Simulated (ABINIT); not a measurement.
Runs of ABINIT 10.8.3 (patched build) on Ta. The structure is cubic, space group Im-3m (No. 229). The conventional cell has a = 3.303 Å, b = 3.303 Å, c = 3.303 Å, α = 90.00°, β = 90.00°, γ = 90.00°. Ta (site symmetry m-3m) is surrounded by 8 Ta at 2.86 Å. 

```tsv
task	cell	k mesh	cutoff (eV)	smearing	stop of the response cycle (tolvrs)	q mesh	acoustic sum rule (asr)	cell freedom (optcell)	optimiser (ionmov)	gap on the mesh (eV)	pressure (GPa)
single point	cell relaxed	8 × 8 × 8	789	fermi-dirac 0.05 eV	-	-	-	-	-	none	0.0
phonon dispersion	as given	10 × 10 × 10	707	fermi-dirac 0.136 eV	1e-08	2 × 2 × 2	1	-	-	none	(a)
relaxation of cell and atoms	relaxed	8 × 8 × 8	789	fermi-dirac 0.05 eV	-	-	-	2	2	none	0.0
single point	as given	8 × 8 × 8	707	fermi-dirac 0.05 eV	-	-	-	-	-	none	0.7
elastic constants	cell relaxed at zero pressure by an earlier run	16 × 16 × 16	789	fermi-dirac 0.1 eV	1e-08	-	2	-	-	none	2.3
```

Alike in all rows: level PBE; potentials or basis PseudoDojo NC SR PBE v0.4.1 standard; no spin polarisation.

Q: Fill in the values left out.

A: (a) 3.8.

Caveats: the mesh is coarse for a metal's response (some runs); the cell is more than 3 GPa from zero pressure, which shifts response properties (some runs); the cell is under stress, which shifts elastic constants (some runs).

A k mesh can miss the band edges, and the runs leave out spin-orbit coupling on Ta.

A gap of «none» marks a metal or a gap under the smearing width.
